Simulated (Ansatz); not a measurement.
## Forms of Li4F: one energy to predict

Theory: DFT PBE, scalar-relativistic, plane waves, PAW (Ansatz). Settings: cutoff 420 eV, Γ-centred meshes spaced at most about 0.3 Å⁻¹, and about 0.25 Å⁻¹ or finer for metals (2π included), Gaussian smearing. No spin polarisation.

Temperature and zero-point effects are left out. Rows are sorted by volume; energies count from the lowest form computed. Coordination counts Li atoms around F (those within 1.25 times the shortest such distance or 1.15 times the sum of covalent radii; the shortest distance is added where it is long for a bond). The table shows 6 of 8 forms computed.

```csv
row,form,source,atoms,coordination,V (Å³/atom),gap on mesh (eV),ΔE (meV/atom)
1,Im-3m,invented,5,F 8 from 2.3 Å,14.7,0,188
2,P4/mmm,invented,5,F 8 from 2.3 Å,15.3,0,217
3,Pm-3m,invented,5,F 6,15.6,0,?
4,I4/mmm,invented,5,F 6,15.8,0,0
5,P6/mmm,invented,5,F 12 from 2.9 Å,18.0,0,673
6,F-43m,invented,5,F 4,28.7,0,166
```

The cell of row 3:

```cif
data_structure
_symmetry_space_group_name_H-M 'Pm-3m'
_symmetry_Int_Tables_number 221
_cell_length_a 4.2689
_cell_length_b 4.2689
_cell_length_c 4.2689
_cell_angle_alpha 90.000
_cell_angle_beta 90.000
_cell_angle_gamma 90.000
_cell_volume 77.79
loop_
_atom_site_label
_atom_site_type_symbol
_atom_site_symmetry_multiplicity
_atom_site_Wyckoff_symbol
_atom_site_fract_x
_atom_site_fract_y
_atom_site_fract_z
_atom_site_occupancy
Li1 Li 1 b 0.50000 0.50000 0.50000 1
Li2 Li 3 d 0.50000 0.00000 0.00000 1
F1 F 1 a 0.00000 0.00000 0.00000 1
```

**Question.** Estimate the missing energy, and say where the row ranks.

**Answer.** 80 meV/atom, which puts it above row 4 and below row 6. Counting Li atoms around F, row 3 and the lowest form (row 4) both have F 6.

An observed structure of this formula, if there is one, may be missing.

Cells relaxed within their symmetry can be saddle points. Some candidate types were left out of the draw beforehand, so a known form may be missing.
